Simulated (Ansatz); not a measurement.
A nudged elastic band was laid between two geometries of a periodic cell of 17 atoms, Si16H (host Si, host structure diamond, interstitial H).

These are results of Ansatz, DFT LDA, scalar-relativistic, plane waves, PAW, not measurements. Settings: cutoff 420 eV, k mesh 2x2x2, fermi-dirac smearing 0.02 eV, spin collinear.

```json
{
  "movable images": "7",
  "climbing image": "yes",
  "spring": "5.0 eV/Å²",
  "optimiser": "fire",
  "start path": "straight line",
  "force threshold": "0.05 eV/Å",
  "iteration limit": "12",
  "end points": "relaxed"
}
```

Initial state:

```xyz
17
Lattice="0.0000 5.4300 5.4300 5.4300 0.0000 5.4300 5.4300 5.4300 0.0000" Properties=species:S:1:pos:R:3
Si 0.012 0.035 0.035
Si 1.359 1.394 1.394
Si 2.732 2.739 0.047
Si 4.093 4.108 1.384
Si 2.732 0.048 2.738
Si 4.092 1.384 4.108
Si 5.447 2.765 2.765
Si 6.826 4.109 4.108
Si 0.012 2.754 2.753
Si 1.381 4.109 4.108
Si 2.747 5.457 2.761
Si 4.094 6.833 4.109
Si 2.747 2.762 5.456
Si 4.093 4.110 6.832
Si 5.447 5.453 5.452
Si 6.792 6.823 6.823
H 8.505 6.829 6.827
```

Final state:

```xyz
17
Lattice="0.0000 5.4300 5.4300 5.4300 0.0000 5.4300 5.4300 5.4300 0.0000" Properties=species:S:1:pos:R:3
Si 0.036 -0.035 -0.011
Si 1.393 1.312 1.339
Si 2.738 2.692 -0.013
Si 4.118 4.038 1.339
Si 2.763 -0.026 2.697
Si 4.108 1.322 4.068
Si 5.455 2.666 2.697
Si 6.825 4.034 4.035
Si 0.044 2.684 2.688
Si 1.391 4.036 4.051
Si 2.743 5.385 2.687
Si 4.110 6.748 4.077
Si 2.750 2.680 5.416
Si 4.099 4.032 6.769
Si 5.483 5.375 5.419
Si 6.827 6.761 6.768
H 9.547 6.739 7.787
```

Question: Which bonds break or form, and what moves?

Answer: The atom that moves furthest is H17, by 1.42 Å.

Question: What energy profile does the band end with?

Answer: The run ended unconverged. The highest image is number 4 of 0 to 8, 0.138 eV above the ends, which have the same energy within 2 meV. The band didn't meet its force threshold, so its energies are provisional: the largest band force was still 0.11 eV/Å, and over the last iterations the top stayed at 0.14 eV. Limits of this set-up: coarse k mesh.

| image | path coordinate (Å) | energy (eV) |
| --- | --- | --- |
| 0 | 0.00 | 0.000 |
| 1 | 0.18 | 0.025 |
| 2 | 0.36 | 0.098 |
| 3 | 0.54 | 0.122 |
| 4 | 0.72 | 0.138 |
| 5 | 0.91 | 0.121 |
| 6 | 1.08 | 0.096 |
| 7 | 1.27 | 0.023 |
| 8 | 1.45 | 0.000 |

Time of the run: 3.6 min on 2 threads of Arm Neoverse V2 (shared host), peak memory 1.4 GiB.
